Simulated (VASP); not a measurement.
# Si (Fd-3m) in VASP: a series of runs

Aim: see how the results for Si move with the level of theory and the settings. Levels: SCAN, rSCAN. Tasks: band structure.

Everything below comes from runs of VASP 6.6.1. Logs are shortened: lines on timing, memory, paths and dates and some standing lists are left out, and cuts for length are marked.

**1. The crystal as given**

The structure is cubic, space group Fd-3m (No. 227). Conventional cell: a = 5.444 Å, b = 5.444 Å, c = 5.444 Å, α = 90.00°, β = 90.00°, γ = 90.00°. Around Si (site symmetry -43m) lie 4 Si at 2.36 Å.

**2. Band structure, SCAN**

INCAR

```
PREC = Accurate
ENCUT = 520
EDIFF = 1E-6
ISMEAR = -1
SIGMA = 0.05
LREAL = F
LASPH = T
NELM = 100
ALGO = Normal
ISIF = 2
LWAVE = F
LCHARG = F
METAGGA = SCAN
LMIXTAU = T
NBANDS = 11
```

KPOINTS

```
regular mesh
0
Gamma
  8 8 8
```

POSCAR

```
Si
1.0
    0.0000000000      2.7218511865      2.7218511865
    2.7218511865      0.0000000000      2.7218511865
    2.7218511865      2.7218511865      0.0000000000
Si
2
Direct
    0.5000000000      0.5000000000      0.5000000000
    0.7500000000      0.7500000000      0.7500000000
```

KPOINTS_OPT

```
path GXWKGLUWLK,UX
10
line-mode
reciprocal
 0.0000000000  0.0000000000  0.0000000000  G
 0.5000000000  0.0000000000  0.5000000000  X

 0.5000000000  0.0000000000  0.5000000000  X
 0.5000000000  0.2500000000  0.7500000000  W

 0.5000000000  0.2500000000  0.7500000000  W
 0.3750000000  0.3750000000  0.7500000000  K

 0.3750000000  0.3750000000  0.7500000000  K
 0.0000000000  0.0000000000  0.0000000000  G

 0.0000000000  0.0000000000  0.0000000000  G
 0.5000000000  0.5000000000  0.5000000000  L

 0.5000000000  0.5000000000  0.5000000000  L
 0.6250000000  0.2500000000  0.6250000000  U

 0.6250000000  0.2500000000  0.6250000000  U
 0.5000000000  0.2500000000  0.7500000000  W

 0.5000000000  0.2500000000  0.7500000000  W
 0.5000000000  0.5000000000  0.5000000000  L

 0.5000000000  0.5000000000  0.5000000000  L
 0.3750000000  0.3750000000  0.7500000000  K

 0.6250000000  0.2500000000  0.6250000000  U
 0.5000000000  0.0000000000  0.5000000000  X
```

Potentials or basis: VASP PAW PBE potentials, release 64 (Si).

On the command line:

```sh
$ cat potpaw_PBE.64/Si/POTCAR > POTCAR
$ mpirun -np 1 vasp_std > vasp.out
```

OUTCAR:

```text
PREC = Accurate
   ENCUT = 520
   EDIFF = 1E-6
   ISMEAR = -1
   LREAL = F
   LASPH = T
   NELM = 100
   ISIF = 2
   METAGGA = SCAN

 ion  position               nearest neighbor table
   1  0.500  0.500  0.500-   2 2.36   2 2.36   2 2.36   2 2.36
   2  0.750  0.750  0.750-   1 2.36   1 2.36   1 2.36   1 2.36

  LATTYP: Found a face centered cubic cell.
 ALAT       =     5.4437023730

  Lattice vectors:

 A1 = (   0.0000000000,   2.7218511865,   2.7218511865)
 A2 = (   2.7218511865,   0.0000000000,   2.7218511865)
 A3 = (   2.7218511865,   2.7218511865,   0.0000000000)

Analysis of symmetry for initial positions (statically):
=====================================================================
 Subroutine PRICEL returns:
 Original cell was already a primitive cell.

 Routine SETGRP: Setting up the symmetry group for a
 face centered cubic supercell.

 Subroutine GETGRP returns: Found 48 space group operations
 (whereof 24 operations were pure point group operations)
 out of a pool of 48 trial point group operations.

The static configuration has the point symmetry T_d .
 The point group associated with its full space group is O_h .

Analysis of symmetry for dynamics (positions and initial velocities):
=====================================================================
 Subroutine PRICEL returns:
 Original cell was already a primitive cell.

 Routine SETGRP: Setting up the symmetry group for a
 face centered cubic supercell.

 Subroutine GETGRP returns: Found 48 space group operations
 (whereof 24 operations were pure point group operations)
 out of a pool of 48 trial point group operations.

The dynamic configuration has the point symmetry T_d .
 The point group associated with its full space group is O_h .

 Subroutine INISYM returns: Found 48 space group operations
 (whereof 24 operations are pure point group operations),
 and found     1 'primitive' translations

----------------------------------------------------------------------------------------

                                     Primitive cell

  volume of cell :      40.3295

  direct lattice vectors                    reciprocal lattice vectors
     0.000000000  2.721851186  2.721851186    -0.183698507  0.183698507  0.183698507
     2.721851186  0.000000000  2.721851186     0.183698507 -0.183698507  0.183698507
     2.721851186  2.721851186  0.000000000     0.183698507  0.183698507 -0.183698507

  length of vectors
     3.849278863  3.849278863  3.849278863     0.318175148  0.318175148  0.318175148

  position of ions in fractional coordinates (direct lattice)
     0.500000000  0.500000000  0.500000000
     0.750000000  0.750000000  0.750000000

  ion indices of the primitive-cell ions
   primitive index   ion index
                 1           1
                 2           2

----------------------------------------------------------------------------------------

 KPOINTS: regular mesh

Automatic generation of k-mesh.
 Grid dimensions read from file:
 generate k-points for:    8    8    8

 Generating k-lattice:

  Cartesian coordinates                     Fractional coordinates (reciprocal lattice)
    -0.022962313  0.022962313  0.022962313     0.125000000  0.000000000  0.000000000
     0.022962313 -0.022962313  0.022962313     0.000000000  0.125000000  0.000000000
     0.022962313  0.022962313 -0.022962313     0.000000000  0.000000000  0.125000000

  Length of vectors
     0.039771893  0.039771893  0.039771893

  Shift w.r.t. Gamma in fractional coordinates (k-lattice)
     0.000000000  0.000000000  0.000000000

 Subroutine IBZKPT returns following result:
 ===========================================

 Found     29 irreducible k-points:

 Following reciprocal coordinates:
            Coordinates               Weight
  0.000000  0.000000  0.000000      1.000000
  0.125000  0.000000  0.000000      8.000000
  0.250000  0.000000  0.000000      8.000000
  0.375000  0.000000  0.000000      8.000000
  0.500000  0.000000  0.000000      4.000000
  0.125000  0.125000  0.000000      6.000000
[... 21 lines left out ...]
 -0.375000  0.500000  0.125000     12.000000
 -0.250000  0.500000  0.250000      6.000000
   k-points           NKPTS =     29   k-points in BZ     NKDIM =     29   number of bands    NBANDS=     11
   number of dos      NEDOS =    301   number of ions     NIONS =      2
   total plane-waves  NPLWV =  27000
   dimension x,y,z NGX =    30 NGY =   30 NGZ =   30
   dimension x,y,z NGXF=    60 NGYF=   60 NGZF=   60
   ions per type =               2
   NGX,Y,Z   is equivalent  to a cutoff of  12.96, 12.96, 12.96 a.u.
   NGXF,Y,Z  is equivalent  to a cutoff of  25.91, 25.91, 25.91 a.u.
 SYSTEM =  unknown system
   PREC   = accura    normal or accurate (medium, high low for compatibility)
   ISTART =      0    job   : 0-new  1-cont  2-samecut
   ICHARG =      2    charge: 1-file 2-atom 10-const
   ISPIN  =      1    spin polarized calculation?
   LNONCOLLINEAR =      F non collinear calculations
   LSORBIT =      F    spin-orbit coupling
   LASPH  =      T    aspherical Exc in radial PAW
   ENCUT  =  520.0 eV  38.22 Ry    6.18 a.u.   7.16  7.16  7.16*2*pi/ulx,y,z
   NELM   =    100;   NELMIN=  2; NELMDL= -5     # of ELM steps
   EDIFF  = 0.1E-05   stopping-criterion for ELM
   LREAL  =      F    real-space projection
   EDIFFG = 0.1E-04   stopping-criterion for IOM
   NSW    =      0    number of steps for IOM
   IBRION =     -1    ionic relax: 0-MD 1-quasi-New 2-CG
   NFREE  =      0    steps in history (QN), initial steepest desc. (CG)
   ISIF   =      2    stress and relaxation
   ISYM   =      2    0-nonsym 1-usesym 2-fastsym
   POTIM  = 0.5000    time-step for ionic-motion
   TEBEG  =    0.0;   TEEND  =   0.0 temperature during run
   PSTRESS=    0.0 pullay stress
   NELECT =       8.0000    total number of electrons
   NUPDOWN=      -1.0000    fix difference up-down
   EMIN   =  10.00;   EMAX   =-10.00  energy-range for DOS
   EFERMI =   0.00;   METHOD = LEGACY
   ISMEAR =    -1;   SIGMA  =   0.05  broadening in eV -4-tet -1-fermi 0-gaus
   EFERMI_NEDOS =   21; number of points for ismear=-14 and -15
   IALGO  =     38    algorithm
   IMIX   =      4    mixing-type and parameters
     AMIX     =   0.40;   BMIX     =  1.00
     AMIX_MAG =   1.60;   BMIX_MAG =  1.00
  volume/ion in A,a.u.               =      20.16       136.08
  Fermi-wavevector in a.u.,A,eV,Ry     =   0.954766  1.804247 12.402783  0.911579
  Thomas-Fermi vector in A             =   2.083543
   LORBIT       =      0    0 simple, 1 ext, 2 COOP (PROOUT), +10 PAW based schemes
   METAGGA = SCAN    functional components
   LHFCALC =     F    Hartree Fock is set to
   AEXX    =    0.0000 exact exchange contribution
   IVDW    =     0    specifies the selected vdW correction
   LEPSILON=     F    determine dielectric tensor
   LRPA    =     F    only Hartree local field effects (RPA)
 non-spin polarized calculation
  energy-cutoff  :      520.00
  volume of cell :       40.33
 maximum number of plane-waves:      1106
 NGX is ok and might be reduce to    30
   NGX = 15   NGY = 15   NGZ = 15

 number of electron       8.0000001 magnetization

 Free energy of the ion-electron system (eV)
  ---------------------------------------------------
  ext. energy  EPLUGINS =         0.00000000
  ---------------------------------------------------
  free energy    TOTEN  =       -20.01143723 eV

  energy without entropy =      -20.01143461  energy(sigma->0) =      -20.01143592

 E-fermi :   6.0172     XC(G=0):  -9.7783

 val. band max:        5.5952784002   @ k =   0.0000   0.0000   0.0000
 cond. band min:       6.4788073664   @ k =   0.3750   0.3750   0.0000
 fundamental gap:      0.8835289662
 Fermi energy:         6.0172084346

 k-point     1 :       0.0000    0.0000    0.0000
  band No.  band energies     occupation
      1      -6.7522      2.00000
      2       5.5953      1.99957
      3       5.5953      1.99957
      4       5.5953      1.99957
      5       8.4588      0.00000
      6       8.4588      0.00000
      7       8.4588      0.00000
      8       9.5560      0.00000
      9      13.8284      0.00000
     10      13.8284      0.00000
     11      14.1423      0.00000

 k-point     2 :       0.1250    0.0000    0.0000
  band No.  band energies     occupation
      1      -6.5401      2.00000
      2       4.0025      2.00000
      3       5.3068      2.00000
      4       5.3068      2.00000
      5       8.4525      0.00000
      6       8.8920      0.00000
      7       8.8920      0.00000
      8      10.8422      0.00000
      9      13.3290      0.00000
     10      13.3290      0.00000
     11      14.9480      0.00000

 k-point     3 :       0.2500    0.0000    0.0000
  band No.  band energies     occupation
      1      -5.9215      2.00000
      2       1.6065      2.00000
      3       4.8253      2.00000
      4       4.8253      2.00000
      5       7.9945      0.00000
      6       9.4359      0.00000
      7       9.4359      0.00000
      8      13.0852      0.00000
      9      13.2791      0.00000
     10      13.2791      0.00000
     11      15.2008      0.00000
[... 337 lines left out ...]
 k-point    28 :      -0.3750    0.5000    0.1250
  band No.  band energies     occupation
      1      -2.3632      2.00000
      2      -2.3632      2.00000
      3       2.1191      2.00000
      4       2.1191      2.00000
      5       7.8637      0.00000
      6       7.8637      0.00000
      7      13.9926      0.00000
      8      13.9926      0.00000
      9      16.8047      0.00000
     10      16.8047      0.00000
     11      19.2893      0.00000

 k-point    29 :      -0.2500    0.5000    0.2500
  band No.  band energies     occupation
      1      -2.2758      2.00000
      2      -2.2758      2.00000
      3       1.6815      2.00000
      4       1.6815      2.00000
      5      10.1927      0.00000
      6      10.1927      0.00000
      7      11.0702      0.00000
      8      11.0702      0.00000
      9      16.8177      0.00000
     10      16.8177      0.00000
     11      19.4659      0.00000

------------------------ aborting loop because EDIFF is reached ----------------------------------------

  FORCE on cell =-STRESS in cart. coord.  units (eV):
  Direction    XX          YY          ZZ          XY          YZ          ZX
  --------------------------------------------------------------------------------------
  -------------------------------------------------------------------------------------
  Total       -0.2192772     -0.2192772     -0.2192772      0.0000000      0.0000000      0.0000000
  in kB       -8.7112608     -8.7112608     -8.7112608      0.0000000      0.0000000      0.0000000
  external PRESSURE =      -8.7112608 kB  Pullay stress =       0.0000000 kB

 VOLUME and BASIS-vectors are now :
 -----------------------------------------------------------------------------
  energy-cutoff  :      520.00
  volume of cell :       40.33
      direct lattice vectors                 reciprocal lattice vectors
     0.000000000  2.721851186  2.721851186    -0.183698507  0.183698507  0.183698507
     2.721851186  0.000000000  2.721851186     0.183698507 -0.183698507  0.183698507
     2.721851186  2.721851186  0.000000000     0.183698507  0.183698507 -0.183698507

 POSITION                                       TOTAL-FORCE (eV/Angst)
 -----------------------------------------------------------------------------------
      2.72185      2.72185      2.72185         0.000000      0.000000      0.000000
      4.08278      4.08278      4.08278        -0.000000     -0.000000     -0.000000
 -----------------------------------------------------------------------------------
    total drift:                                0.000000     -0.000000     -0.000000

  FREE ENERGIE OF THE ION-ELECTRON SYSTEM (eV)
  ---------------------------------------------------
  free  energy   TOTEN  =       -20.0114372264 eV

  energy  without entropy=      -20.0114346097  energy(sigma->0) =      -20.01143592
```

Run time: 87 s. Hardware: 1 thread of Intel Xeon 6975P-C (Granite Rapids), shared host; peak memory 0.15 GiB.

Results:

- Free energy: -20.0114 eV
- Pressure: -0.9 GPa
- Band gap on the k mesh: 0.88 eV, indirect (least direct gap 2.86 eV)
- Band gap along the path: 0.85 eV, indirect (least direct gap 2.86 eV)

Levels at the corners of the path, in eV from the valence-band top:
| point | band 2 | band 3 | band 4 | band 5 | band 6 | band 7 |
| --- | --- | --- | --- | --- | --- | --- |
| Γ | 0.00 | 0.00 | 0.00 | 2.86 | 2.86 | 2.86 |
| X | -8.04 | -2.92 | -2.92 | 0.99 | 0.99 | 10.85 |
| X | -8.04 | -2.92 | -2.92 | 0.99 | 0.99 | 10.85 |
| W | -7.87 | -3.91 | -3.91 | 4.60 | 4.60 | 5.47 |
| W | -7.87 | -3.91 | -3.91 | 4.60 | 4.60 | 5.47 |
| K | -7.42 | -4.37 | -2.48 | 1.50 | 4.49 | 8.03 |
| K | -7.42 | -4.37 | -2.48 | 1.50 | 4.49 | 8.03 |
| Γ | 0.00 | 0.00 | 0.00 | 2.86 | 2.86 | 2.86 |
| Γ | 0.00 | 0.00 | 0.00 | 2.86 | 2.86 | 2.86 |
| L | -7.14 | -1.23 | -1.23 | 1.90 | 3.68 | 3.68 |
| L | -7.14 | -1.23 | -1.23 | 1.90 | 3.68 | 3.68 |
| U | -7.42 | -4.37 | -2.48 | 1.50 | 4.49 | 8.03 |
| U | -7.42 | -4.37 | -2.48 | 1.50 | 4.49 | 8.03 |
| W | -7.87 | -3.91 | -3.91 | 4.60 | 4.60 | 5.47 |
| W | -7.87 | -3.91 | -3.91 | 4.60 | 4.60 | 5.47 |
| L | -7.14 | -1.23 | -1.23 | 1.90 | 3.68 | 3.68 |
| L | -7.14 | -1.23 | -1.23 | 1.90 | 3.68 | 3.68 |
| K | -7.42 | -4.37 | -2.48 | 1.50 | 4.49 | 8.03 |
| U | -7.42 | -4.37 | -2.48 | 1.50 | 4.49 | 8.03 |
| X | -8.04 | -2.92 | -2.92 | 0.99 | 0.99 | 10.85 |

Caveat: the PAW data sets were made with another functional, which shifts forces and pressure a little.

**3. Band structure, rSCAN**

INCAR

```
SYSTEM = Si
  ALGO = Normal
  EDIFF = 1E-6
  ENCUT = 520
  ISIF = 2
  ISMEAR = -1
  LASPH = .TRUE.
  LCHARG = .FALSE.
  LMIXTAU = .TRUE.
  LREAL = .FALSE.
  LWAVE = .FALSE.
  METAGGA = RSCAN
  NBANDS = 11
  NELM = 80
  PREC = Accurate
  SIGMA = 0.05
```

KPOINTS

```
k-points
0
G
  8 8 8
  0 0 0
```

POSCAR is that of step 2.

Edit KPOINTS_OPT of step 2 so:

```diff
@@ -1,3 +1,3 @@
 path GXWKGLUWLK,UX
-10
+20
 line-mode
```

Potentials or basis: VASP PAW PBE potentials, release 64 (Si).

On the command line:

```sh
$ cat potpaw_PBE.64/Si/POTCAR > POTCAR
$ mpirun -np 1 vasp_std > vasp.out
```

Wall time 1.9 min (1 thread of Intel Xeon 6975P-C (Granite Rapids), shared host); peak memory 0.15 GiB.

It converged, with:

```
Free energy             : -21.3710 eV
Pressure                : -0.4 GPa
Band gap on the k mesh  : 0.82 eV, indirect (least direct gap 2.74 eV)
Band gap along the path : 0.78 eV, indirect (least direct gap 2.74 eV)
```

Levels at the corners of the path, in eV from the valence-band top:
```tsv
point	band 1	band 2	band 3	band 4	band 5	band 6	band 7	band 8
Γ	-12.47	0.00	0.00	0.00	2.74	2.74	2.74	3.83
X	-8.13	-8.13	-2.99	-2.99	0.93	0.93	10.77	10.77
X	-8.13	-8.13	-2.99	-2.99	0.93	0.93	10.77	10.77
W	-7.97	-7.97	-3.99	-3.99	4.60	4.60	5.38	5.38
W	-7.97	-7.97	-3.99	-3.99	4.60	4.60	5.38	5.38
K	-8.57	-7.52	-4.45	-2.54	1.44	4.46	7.93	8.54
K	-8.57	-7.52	-4.45	-2.54	1.44	4.46	7.93	8.54
Γ	-12.47	0.00	0.00	0.00	2.74	2.74	2.74	3.83
Γ	-12.47	0.00	0.00	0.00	2.74	2.74	2.74	3.83
L	-10.04	-7.23	-1.27	-1.27	1.83	3.59	3.59	8.33
L	-10.04	-7.23	-1.27	-1.27	1.83	3.59	3.59	8.33
U	-8.57	-7.52	-4.45	-2.54	1.44	4.46	7.93	8.54
U	-8.57	-7.52	-4.45	-2.54	1.44	4.46	7.93	8.54
W	-7.97	-7.97	-3.99	-3.99	4.60	4.60	5.38	5.38
W	-7.97	-7.97	-3.99	-3.99	4.60	4.60	5.38	5.38
L	-10.04	-7.23	-1.27	-1.27	1.83	3.59	3.59	8.33
L	-10.04	-7.23	-1.27	-1.27	1.83	3.59	3.59	8.33
K	-8.57	-7.52	-4.45	-2.54	1.44	4.46	7.93	8.54
U	-8.57	-7.52	-4.45	-2.54	1.44	4.46	7.93	8.54
X	-8.13	-8.13	-2.99	-2.99	0.93	0.93	10.77	10.77
```

Caveat: the PAW data sets were made with another functional, which shifts forces and pressure a little.

**4. The reference run**

An earlier run on the cell as given: functional PBE; potentials or basis VASP PAW PBE potentials, release 64 (Si); cutoff 520 eV; k mesh 8 × 8 × 8; occupations fermi-dirac, width 0.05 eV; no spin polarisation.

- Pressure: 1.3 GPa
- Band gap on the k mesh: 0.63 eV, indirect (least direct gap 2.56 eV)

**5. Summary**

```csv
task,level,gap on the mesh (eV),pressure (GPa)
band structure,SCAN,0.88,-0.9
band structure,rSCAN,0.82,-0.4
single point,PBE,0.63,1.3
```

Alike in all rows: potentials or basis VASP PAW PBE potentials, release 64 (Si); no spin polarisation; cell as given; k mesh 8 × 8 × 8; cutoff (eV) 520; smearing fermi-dirac 0.05 eV.

On the cell as given the gap runs from 0.63 eV (PBE) to 0.85 eV (SCAN). The pressure there spans -0.9 GPa (SCAN) to 1.3 GPa (PBE); a positive pressure means that this level wants a larger cell, a negative one a smaller.

Caveats: the PAW data sets were made with another functional, which shifts forces and pressure a little (some runs).

Total energies depend on the potentials used, so only differences within one code and one set of settings carry meaning.
